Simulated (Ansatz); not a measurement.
Space group P4_2/mnm (No. 136). a = 4.482 Å, b = 4.482 Å, c = 3.026 Å, α = 90.00°, β = 90.00°, γ = 90.00°
| atom | site | symmetry | x | y | z |
| --- | --- | --- | --- | --- | --- |
| V | 2a | m.mm | 0.0000 | 0.0000 | 0.0000 |
| O | 4f | m.2m | 0.2010 | 0.7990 | 0.5000 |

Equation of state of this VO2 structure (not necessarily the ground state), with shape and atoms relaxed at each volume where symmetry leaves them free. The calculation used DFT PBE+U, scalar-relativistic, plane waves, PAW in Ansatz 0.2.0.

Cutoff 420 eV; k points 6×10×6 on the computed 6-atom cell (Γ-centred); Gaussian smearing, width 0.02 eV; U_eff V 3.25 eV on the d shells (Löwdin-orthogonalised atomic orbitals); collinear spin.

```tsv
V (Å³/atom)	E − E(largest V) (meV/atom)	P (GPa)	gap on mesh (eV)
9.218	47.20	27.18	1.01
9.522	5.94	16.63	1.04
9.826	-16.85	7.65	0.96
10.130	-23.92	0.01	0.88
10.433	-17.63	-6.48	0.80
10.737	0.00	-11.98	0.71
```

Fit a third-order Birch–Murnaghan equation to E(V).

V0 = 10.13 Å³/atom, B0 = 234 GPa, B0' = 4.4.

The state reached may not be the lowest one. Moments started parallel, and an antiferromagnetic order may lie lower.